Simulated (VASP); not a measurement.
# LiF (P6_3mc) in VASP: a series of runs

One crystal, LiF, is run at these levels: PBE, HSE06; tasks: single point.

All numbers are computed with VASP 6.6.1; they aren't measurements. Logs are shortened: lines on timing, memory, paths and dates and some standing lists are left out, and cuts for length are marked.

## (1) Starting point

The structure is hexagonal, space group P6_3mc (No. 186). The conventional cell has a = 3.081 Å, b = 3.081 Å, c = 4.785 Å, α = 90.00°, β = 90.00°, γ = 120.00°. Around Li (site symmetry 3m) lie 4 F at 1.86 to 1.87 Å. F (site symmetry 3m) has 4 Li at 1.86 to 1.87 Å as nearest neighbours.

The cell was built by a generator and needn't be a form met in nature.

## (2) Single point, PBE

INCAR reads:

```
SYSTEM = LiF
ALGO = Normal
EDIFF = 1E-6
ENCUT = 520
GGA = PE
ISIF = 2
ISMEAR = 0
LASPH = .True.
LCHARG = .False.
LREAL = .False.
LWAVE = .False.
NBANDS = 18
NELM = 100
PREC = Accurate
SIGMA = 0.01
```

KPOINTS reads:

```
k-points
0
Gamma
  9 9 4
  0 0 0
```

POSCAR reads:

```
LiF
1.0
    3.0810126371      0.0000000000      0.0000000000
   -1.5405063186      2.6682352131      0.0000000000
    0.0000000000      0.0000000000      4.7853429675
Li F
2 2
Direct
    0.3333333333      0.6666666667     -0.0074305300
    0.6666666667      0.3333333333      0.4925694700
    0.3333333333      0.6666666667      0.3824305300
    0.6666666667      0.3333333333      0.8824305300
```

Potentials or basis: VASP PAW PBE potentials, release 64 (Li_sv, F).

On the command line:

```sh
> cat potpaw_PBE.64/Li_sv/POTCAR potpaw_PBE.64/F/POTCAR > POTCAR
> mpirun -np 1 vasp_std > vasp.out
```

OUTCAR:

```text
SYSTEM = LiF
   EDIFF = 1E-6
   ENCUT = 520
   GGA = PE
   ISIF = 2
   ISMEAR = 0
   LASPH = .True.
   LREAL = .False.
   NELM = 100
   PREC = Accurate

 ion  position               nearest neighbor table
   1  0.333  0.667  0.993-   4 1.86   4 1.86   4 1.86   3 1.87
   2  0.667  0.333  0.493-   3 1.86   3 1.86   3 1.86   4 1.87
   3  0.333  0.667  0.382-   2 1.86   2 1.86   2 1.86   1 1.87
   4  0.667  0.333  0.882-   1 1.86   1 1.86   1 1.86   2 1.87

  LATTYP: Found a hexagonal cell.
 ALAT       =     3.0810126371
 C/A-ratio  =     1.5531721324

  Lattice vectors:

 A1 = (   3.0810126371,   0.0000000000,   0.0000000000)
 A2 = (  -1.5405063186,   2.6682352131,   0.0000000000)
 A3 = (   0.0000000000,   0.0000000000,   4.7853429675)

Analysis of symmetry for initial positions (statically):
=====================================================================
 Subroutine PRICEL returns:
 Original cell was already a primitive cell.

 Routine SETGRP: Setting up the symmetry group for a
 hexagonal supercell.

 Subroutine GETGRP returns: Found 12 space group operations
 (whereof  6 operations were pure point group operations)
 out of a pool of 24 trial point group operations.

The static configuration has the point symmetry C_3v.
 The point group associated with its full space group is C_6v.

Analysis of symmetry for dynamics (positions and initial velocities):
=====================================================================
 Subroutine PRICEL returns:
 Original cell was already a primitive cell.

 Routine SETGRP: Setting up the symmetry group for a
 hexagonal supercell.

 Subroutine GETGRP returns: Found 12 space group operations
 (whereof  6 operations were pure point group operations)
 out of a pool of 24 trial point group operations.

The dynamic configuration has the point symmetry C_3v.
 The point group associated with its full space group is C_6v.

 Subroutine INISYM returns: Found 12 space group operations
 (whereof  6 operations are pure point group operations),
 and found     1 'primitive' translations

----------------------------------------------------------------------------------------

                                     Primitive cell

  volume of cell :      39.3397

  direct lattice vectors                    reciprocal lattice vectors
     3.081012637  0.000000000  0.000000000     0.324568614  0.187389776  0.000000000
    -1.540506319  2.668235213  0.000000000     0.000000000  0.374779553  0.000000000
     0.000000000  0.000000000  4.785342968     0.000000000  0.000000000  0.208971438

  length of vectors
     3.081012637  3.081012637  4.785342968     0.374779553  0.374779553  0.208971438

  position of ions in fractional coordinates (direct lattice)
     0.333333333  0.666666667  0.992569470
     0.666666667  0.333333333  0.492569470
     0.333333333  0.666666667  0.382430530
     0.666666667  0.333333333  0.882430530

  ion indices of the primitive-cell ions
   primitive index   ion index
                 1           1
                 2           2
                 3           3
                 4           4

----------------------------------------------------------------------------------------

 KPOINTS: k-points

Automatic generation of k-mesh.
 Grid dimensions read from file:
 generate k-points for:    9    9    4

 Generating k-lattice:

  Cartesian coordinates                     Fractional coordinates (reciprocal lattice)
     0.036063179  0.020821086  0.000000000     0.111111111  0.000000000  0.000000000
     0.000000000  0.041642173  0.000000000     0.000000000  0.111111111  0.000000000
     0.000000000  0.000000000  0.052242859     0.000000000  0.000000000  0.250000000

  Length of vectors
     0.041642173  0.041642173  0.052242859

  Shift w.r.t. Gamma in fractional coordinates (k-lattice)
     0.000000000  0.000000000  0.000000000

 Subroutine IBZKPT returns following result:
 ===========================================

 Found     36 irreducible k-points:

 Following reciprocal coordinates:
            Coordinates               Weight
  0.000000  0.000000  0.000000      1.000000
  0.111111  0.000000  0.000000      6.000000
  0.222222  0.000000  0.000000      6.000000
  0.333333  0.000000  0.000000      6.000000
  0.444444  0.000000  0.000000      6.000000
  0.111111  0.111111  0.000000      6.000000
[... 16 lines left out ...]
  0.333333  0.222222  0.250000     24.000000
  0.333333  0.333333  0.250000      4.000000
 [... further k-points ...]
   k-points           NKPTS =     36   k-points in BZ     NKDIM =     36   number of bands    NBANDS=     18
   number of dos      NEDOS =    301   number of ions     NIONS =      4
   total plane-waves  NPLWV =  20736
   dimension x,y,z NGX =    24 NGY =   24 NGZ =   36
   dimension x,y,z NGXF=    48 NGYF=   48 NGZF=   72
   ions per type =               2   2
   NGX,Y,Z   is equivalent  to a cutoff of  12.95, 12.95, 12.51 a.u.
   NGXF,Y,Z  is equivalent  to a cutoff of  25.90, 25.90, 25.01 a.u.
 SYSTEM =  LiF
   PREC   = accura    normal or accurate (medium, high low for compatibility)
   ISTART =      0    job   : 0-new  1-cont  2-samecut
   ICHARG =      2    charge: 1-file 2-atom 10-const
   ISPIN  =      1    spin polarized calculation?
   LNONCOLLINEAR =      F non collinear calculations
   LSORBIT =      F    spin-orbit coupling
   LASPH  =      T    aspherical Exc in radial PAW
   ENCUT  =  520.0 eV  38.22 Ry    6.18 a.u.   5.73  5.73  8.90*2*pi/ulx,y,z
   NELM   =    100;   NELMIN=  2; NELMDL= -5     # of ELM steps
   EDIFF  = 0.1E-05   stopping-criterion for ELM
   LREAL  =      F    real-space projection
   EDIFFG = 0.1E-04   stopping-criterion for IOM
   NSW    =      0    number of steps for IOM
   IBRION =     -1    ionic relax: 0-MD 1-quasi-New 2-CG
   NFREE  =      0    steps in history (QN), initial steepest desc. (CG)
   ISIF   =      2    stress and relaxation
   ISYM   =      2    0-nonsym 1-usesym 2-fastsym
   POTIM  = 0.5000    time-step for ionic-motion
   TEBEG  =    0.0;   TEEND  =   0.0 temperature during run
   PSTRESS=    0.0 pullay stress
   NELECT =      20.0000    total number of electrons
   NUPDOWN=      -1.0000    fix difference up-down
   EMIN   =  10.00;   EMAX   =-10.00  energy-range for DOS
   EFERMI =   0.00;   METHOD = LEGACY
   ISMEAR =     0;   SIGMA  =   0.01  broadening in eV -4-tet -1-fermi 0-gaus
   EFERMI_NEDOS =   21; number of points for ismear=-14 and -15
   IALGO  =     38    algorithm
   IMIX   =      4    mixing-type and parameters
     AMIX     =   0.40;   BMIX     =  1.00
     AMIX_MAG =   1.60;   BMIX_MAG =  1.00
  volume/ion in A,a.u.               =       9.83        66.37
  Fermi-wavevector in a.u.,A,eV,Ry     =   1.306596  2.469108 23.227767  1.707193
  Thomas-Fermi vector in A             =   2.437387
   LORBIT       =      0    0 simple, 1 ext, 2 COOP (PROOUT), +10 PAW based schemes
   GGA     = PE    functional components
   LHFCALC =     F    Hartree Fock is set to
   AEXX    =    0.0000 exact exchange contribution
   IVDW    =     0    specifies the selected vdW correction
   LEPSILON=     F    determine dielectric tensor
   LRPA    =     F    only Hartree local field effects (RPA)
 non-spin polarized calculation
 Gauss-broadening in eV      SIGMA  =   0.01
  energy-cutoff  :      520.00
  volume of cell :       39.34
 maximum number of plane-waves:      1085
 NGX is ok and might be reduce to    24
   NGX = 11   NGY = 11   NGZ = 17

 number of electron      20.0000014 magnetization

 Free energy of the ion-electron system (eV)
  ---------------------------------------------------
  ext. energy  EPLUGINS =         0.00000000
  ---------------------------------------------------
  free energy    TOTEN  =       -19.27825672 eV

  energy without entropy =      -19.27825672  energy(sigma->0) =      -19.27825672

 E-fermi :  -2.3617     XC(G=0):  -8.8753

 val. band max:       -2.4014848647   @ k =   0.0000   0.0000   0.0000
 cond. band min:       5.4371906313   @ k =   0.0000   0.0000   0.0000
 fundamental gap:      7.8386754960
 Fermi energy:        -2.3617107171

 k-point     1 :       0.0000    0.0000    0.0000
  band No.  band energies     occupation
      1     -42.8398      2.00000
      2     -42.7964      2.00000
      3     -21.8812      2.00000
      4     -21.6300      2.00000
      5      -4.6198      2.00000
      6      -2.9174      2.00000
[... 10 lines left out ...]
     17      17.2437      0.00000
     18      18.1957      0.00000

 k-point     2 :       0.1111    0.0000    0.0000
  band No.  band energies     occupation
      1     -42.8360      2.00000
      2     -42.7948      2.00000
      3     -21.8649      2.00000
      4     -21.6266      2.00000
      5      -4.5550      2.00000
      6      -3.0477      2.00000
[... 10 lines left out ...]
     17      17.4252      0.00000
     18      18.1379      0.00000

 k-point     3 :       0.2222    0.0000    0.0000
  band No.  band energies     occupation
      1     -42.8259      2.00000
      2     -42.7913      2.00000
      3     -21.8214      2.00000
      4     -21.6212      2.00000
      5      -4.3891      2.00000
      6      -3.4151      2.00000
[... 10 lines left out ...]
     17      17.5310      0.00000
     18      17.7163      0.00000

 k-point     4 :       0.3333    0.0000    0.0000
  band No.  band energies     occupation
      1     -42.8134      2.00000
      2     -42.7884      2.00000
      3     -21.7645      2.00000
      4     -21.6216      2.00000
      5      -4.2909      2.00000
      6      -3.7126      2.00000
[... 10 lines left out ...]
     17      17.2079      0.00000
     18      18.1437      0.00000

 k-point     5 :       0.4444    0.0000    0.0000
  band No.  band energies     occupation
      1     -42.8038      2.00000
      2     -42.7878      2.00000
      3     -21.7164      2.00000
      4     -21.6315      2.00000
      5      -4.4287      2.00000
      6      -3.6703      2.00000
[... 10 lines left out ...]
     17      16.8879      0.00000
     18      18.5352      0.00000

 k-point     6 :       0.1111    0.1111    0.0000
  band No.  band energies     occupation
      1     -42.8290      2.00000
      2     -42.7923      2.00000
      3     -21.8351      2.00000
      4     -21.6224      2.00000
      5      -4.4355      2.00000
      6      -3.2959      2.00000
[... 10 lines left out ...]
     17      17.7092      0.00000
     18      18.1589      0.00000

 k-point     7 :       0.2222    0.1111    0.0000
  band No.  band energies     occupation
      1     -42.8177      2.00000
      2     -42.7891      2.00000
      3     -21.7845      2.00000
      4     -21.6200      2.00000
      5      -4.2556      2.00000
      6      -3.7506      2.00000
[... 10 lines left out ...]
     17      17.6643      0.00000
     18      18.1525      0.00000

 k-point     8 :       0.3333    0.1111    0.0000
  band No.  band energies     occupation
      1     -42.8063      2.00000
      2     -42.7878      2.00000
      3     -21.7303      2.00000
      4     -21.6266      2.00000
      5      -4.3272      2.00000
      6      -3.8339      2.00000
[... 10 lines left out ...]
     17      17.0692      0.00000
     18      18.4922      0.00000
[... 229 lines left out ...]
     17      17.4147      0.00000
     18      17.9675      0.00000

 k-point    20 :       0.3333    0.1111    0.2500
  band No.  band energies     occupation
      1     -42.8035      2.00000
      2     -42.7905      2.00000
      3     -21.7167      2.00000
      4     -21.6435      2.00000
      5      -4.2768      2.00000
      6      -3.8715      2.00000
[... 10 lines left out ...]
     17      17.1480      0.00000
     18      18.3488      0.00000

 k-point    21 :       0.4444    0.1111    0.2500
  band No.  band energies     occupation
      1     -42.7989      2.00000
      2     -42.7901      2.00000
      3     -21.6935      2.00000
      4     -21.6478      2.00000
      5      -4.3927      2.00000
      6      -3.8634      2.00000
[... 10 lines left out ...]
     17      16.9466      0.00000
     18      18.5098      0.00000

 k-point    22 :       0.2222    0.2222    0.2500
  band No.  band energies     occupation
      1     -42.8043      2.00000
      2     -42.7906      2.00000
      3     -21.7210      2.00000
      4     -21.6424      2.00000
      5      -4.1027      2.00000
      6      -4.0321      2.00000
[... 10 lines left out ...]
     17      17.5191      0.00000
     18      18.4517      0.00000

 k-point    23 :       0.3333    0.2222    0.2500
  band No.  band energies     occupation
      1     -42.7971      2.00000
      2     -42.7901      2.00000
      3     -21.6858      2.00000
      4     -21.6475      2.00000
      5      -4.3291      2.00000
      6      -3.8690      2.00000
[... 10 lines left out ...]
     17      17.1390      0.00000
     18      18.7201      0.00000

 k-point    24 :       0.3333    0.3333    0.2500
  band No.  band energies     occupation
      1     -42.7923      2.00000
      2     -42.7923      2.00000
      3     -21.6612      2.00000
      4     -21.6612      2.00000
      5      -4.3653      2.00000
      6      -3.6960      2.00000
[... 10 lines left out ...]
     17      16.8858      0.00000
     18      18.8478      0.00000

 [... further k-points ...]

------------------------ aborting loop because EDIFF is reached ----------------------------------------

  FORCE on cell =-STRESS in cart. coord.  units (eV):
  Direction    XX          YY          ZZ          XY          YZ          ZX
  --------------------------------------------------------------------------------------
  -------------------------------------------------------------------------------------
  Total        0.6917719      0.6917719      0.7074899     -0.0000000      0.0000000      0.0000000
  in kB       28.1736326     28.1736326     28.8137747     -0.0000000      0.0000000      0.0000000
  external PRESSURE =      28.3870133 kB  Pullay stress =       0.0000000 kB

 VOLUME and BASIS-vectors are now :
 -----------------------------------------------------------------------------
  energy-cutoff  :      520.00
  volume of cell :       39.34
      direct lattice vectors                 reciprocal lattice vectors
     3.081012637  0.000000000  0.000000000     0.324568614  0.187389776  0.000000000
    -1.540506319  2.668235213  0.000000000     0.000000000  0.374779553  0.000000000
     0.000000000  0.000000000  4.785342968     0.000000000  0.000000000  0.208971438

 POSITION                                       TOTAL-FORCE (eV/Angst)
 -----------------------------------------------------------------------------------
     -0.00000      1.77882      4.74979         0.000000      0.000000     -0.003013
      1.54051      0.88941      2.35711        -0.000000     -0.000000     -0.003013
     -0.00000      1.77882      1.83006        -0.000000      0.000000      0.003013
      1.54051      0.88941      4.22273         0.000000      0.000000      0.003013
 -----------------------------------------------------------------------------------
    total drift:                               -0.000001     -0.000001      0.005139

  FREE ENERGIE OF THE ION-ELECTRON SYSTEM (eV)
  ---------------------------------------------------
  free  energy   TOTEN  =       -19.2782567209 eV

  energy  without entropy=      -19.2782567209  energy(sigma->0) =      -19.27825672
```

Run time: 7.4 s. Hardware: 1 thread of Intel Xeon 6975P-C (Granite Rapids), shared host; peak memory 0.15 GiB.

What came out:

| Quantity | Value |
| --- | --- |
| Free energy | -19.2783 eV |
| Largest force | 0.003 eV/Å |
| Band gap on the k mesh | 7.84 eV, direct |

Forces in eV/Å, atoms in the order of the input:
```
Li   0.000  0.000 -0.003
Li   0.000  0.000 -0.003
F    0.000  0.000  0.003
F    0.000  0.000  0.003
```

Caveat: the cutoff is under 1.25 times the usual one of these potentials, so pressure, stress and relaxed cells hold a basis-set (Pulay) error; an odd mesh through Γ misses points on the zone boundary, where band edges often lie.

## (3) Single point, HSE06

POSCAR is that of step 2.

INCAR.step1 reads:

```
SYSTEM = LiF
PREC = Accurate
ENCUT = 520
EDIFF = 1E-5
ISMEAR = 0
SIGMA = 0.01
LREAL = .False.
LASPH = .True.
NELM = 100
ALGO = Normal
ISIF = 2
LWAVE = .True.
NBANDS = 18
GGA = PE
```

INCAR.step2 reads:

```
SYSTEM = LiF
PREC = Accurate
ENCUT = 520
EDIFF = 1E-6
ISMEAR = 0
SIGMA = 0.01
LREAL = .False.
LASPH = .True.
NELM = 100
ALGO = Normal
ISIF = 2
LWAVE = .False.
LCHARG = .True.
GGA = PE
LHFCALC = .True.
HFSCREEN = 0.2079
PRECFOCK = Normal
LELF = .True.
LVHAR = .True.
NBANDS = 18
ISTART = 1
```

KPOINTS reads:

```
Automatic mesh
0
Gamma
  6 6 4
  0 0 0
```

Potentials or basis: VASP PAW PBE potentials, release 64 (Li_sv, F).

On the command line:

```sh
> cat potpaw_PBE.64/Li_sv/POTCAR potpaw_PBE.64/F/POTCAR > POTCAR
> cp INCAR.step1 INCAR
> mpirun -np 1 vasp_std > vasp.out
> cp INCAR.step2 INCAR
> mpirun -np 1 vasp_std > vasp.out
```

OUTCAR:

```text
SYSTEM = LiF
   PREC = Accurate
   ENCUT = 520
   EDIFF = 1E-6
   ISMEAR = 0
   LREAL = .False.
   LASPH = .True.
   NELM = 100
   ISIF = 2
   GGA = PE
   LHFCALC = .True.
   HFSCREEN = 0.2079
   PRECFOCK = Normal
   ISTART = 1

 ion  position               nearest neighbor table
   1  0.333  0.667  0.993-   4 1.86   4 1.86   4 1.86   3 1.87
   2  0.667  0.333  0.493-   3 1.86   3 1.86   3 1.86   4 1.87
   3  0.333  0.667  0.382-   2 1.86   2 1.86   2 1.86   1 1.87
[... 649 lines left out ...]
  Direction    XX          YY          ZZ          XY          YZ          ZX
  --------------------------------------------------------------------------------------
  -------------------------------------------------------------------------------------
  Total        0.2102042      0.2102042      0.2446182     -0.0000000      0.0000000      0.0000000
  in kB        8.5609387      8.5609387      9.9625077     -0.0000000      0.0000000      0.0000000
  external PRESSURE =       9.0281284 kB  Pullay stress =       0.0000000 kB

 VOLUME and BASIS-vectors are now :
 -----------------------------------------------------------------------------
  energy-cutoff  :      520.00
  volume of cell :       39.34
      direct lattice vectors                 reciprocal lattice vectors
     3.081012637  0.000000000  0.000000000     0.324568614  0.187389776  0.000000000
    -1.540506319  2.668235213  0.000000000     0.000000000  0.374779553  0.000000000
     0.000000000  0.000000000  4.785342968     0.000000000  0.000000000  0.208971438

 POSITION                                       TOTAL-FORCE (eV/Angst)
 -----------------------------------------------------------------------------------
     -0.00000      1.77882      4.74979        -0.000000     -0.000000      0.003662
      1.54051      0.88941      2.35711         0.000000      0.000000      0.003662
     -0.00000      1.77882      1.83006         0.000000      0.000000     -0.003662
      1.54051      0.88941      4.22273        -0.000000      0.000000     -0.003662
 -----------------------------------------------------------------------------------
    total drift:                               -0.000001     -0.000000      0.008450

  FREE ENERGIE OF THE ION-ELECTRON SYSTEM (eV)
  ---------------------------------------------------
  free  energy   TOTEN  =       -22.7594202314 eV

  energy  without entropy=      -22.7594202314  energy(sigma->0) =      -22.75942023
```

Run time: 12 min. Hardware: 1 thread of Intel Xeon 6975P-C (Granite Rapids), shared host; peak memory 0.26 GiB.

Results:

```
Free energy            : -22.7594 eV
Largest force          : 0.004 eV/Å
Band gap on the k mesh : 10.00 eV, direct
```

Forces on the atoms (eV/Å):
```
Li   0.000  0.000  0.004
Li   0.000  0.000  0.004
F    0.000  0.000 -0.004
F    0.000  0.000 -0.004
```

Levels at points of the mesh, in eV from the valence-band top:
```csv
k point,band 8,band 9,band 10,band 11,band 12,band 13
"(0.00, 0.00, 0.00)",-0.19,-0.19,0.00,10.00,14.51,17.80
"(0.50, 0.00, 0.00)",-1.10,-0.58,-0.43,13.51,14.58,17.26
"(0.00, 0.00, 0.50)",-0.37,-0.37,-0.37,11.78,11.78,20.21
"(0.50, 0.00, 0.50)",-0.77,-0.60,-0.60,13.47,13.47,17.39
```

Caveat: the cutoff is under 1.25 times the usual one of these potentials, so pressure, stress and relaxed cells hold a basis-set (Pulay) error; the PAW data sets were made with another functional, which shifts forces and pressure a little.

[end of part 1 of 2]
